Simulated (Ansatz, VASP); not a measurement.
**Ga3Se: VASP beside Ansatz**

```
Ga Se
1.0
     4.43246    0.00000    0.00000
     0.00000    4.43246    0.00000
     0.00000    0.00000    4.43246
Ga Se
3 1
Direct
  0.00000 0.50000 0.50000
  0.50000 0.00000 0.50000
  0.50000 0.50000 0.00000
  0.00000 0.00000 0.00000
```

The cell comes from a database or a generator and needn't be the stable form of this composition.

Alike in both runs: task single point; functional PBE; k mesh 6 × 6 × 6; occupations gaussian, width 0.05 eV; no spin polarisation.

|  | VASP | Ansatz |
| --- | --- | --- |
| version | VASP 6.6.1 | Ansatz 0.2.0 |
| potentials or method | VASP PAW PBE potentials, release 64 (Ga_d, Se) | plane waves, PAW |
| plane-wave cutoff (eV) | 520 | 420 |
| valence electrons in the cell | 45 | 55 |

|  | VASP | Ansatz | Ansatz less VASP |
| --- | --- | --- | --- |
| gap on the k mesh at the Fermi level (eV) | none | none | - |
| pressure (GPa) | -0.5 | -0.6 | -0.14 |

A gap of «none» marks a metal or a gap that the smearing closes. The functional is the same, so the differences come from potentials, cutoffs and numerics. The two sets of potentials don't hold the same shells in valence.
